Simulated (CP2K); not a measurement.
Runs of CP2K 2026.2 on Pt. Symmetry: P6_3/mmc, No. 194, hexagonal system. The conventional cell has a = 2.761 Å, b = 2.761 Å, c = 4.792 Å, α = 90.00°, β = 90.00°, γ = 120.00°. Pt (site symmetry -6m2) is surrounded by 12 Pt at 2.76 to 2.88 Å. This isn't the form of Pt at room conditions, which is fcc.

```csv
level,cutoff of the non-local correlation (Ry),gap on the mesh (eV),pressure (GPa),largest force (eV/Å)
RPBE,-,none,3.0,-
PBEsol,-,none,-10.5,-
TPSS,-,none,(a),0.01
LDA,-,none,(b),-
PBE,-,none,-0.8,-
BEEF-vdW,300,none,4.3,0.15
vdW-DF2,300,none,(c),0.01
```

Alike in all rows: task band structure; potentials or basis POTENTIAL_UZH Pt GTH-PBE-q18; TZVP-MOLOPT-PBE-GTH basis; no spin polarisation; cell as given; k mesh 11 × 11 × 6; smearing fermi-dirac 0.05 eV.

Question: Fill in the values left out.

Answer: (a) -6.2; (b) -14.7; (c) 23.3.

Caveats: spin-orbit coupling is left out, which moves the levels of the heavy elements; the basis of atomic orbitals isn't converged, which shifts pressures, moduli and gaps; the potentials were made for another functional, which shifts forces and pressure (some runs).

A k mesh can miss the band edges, and the runs leave out spin-orbit coupling on Pt.

A gap of «none» marks a metal or a gap under the smearing width.
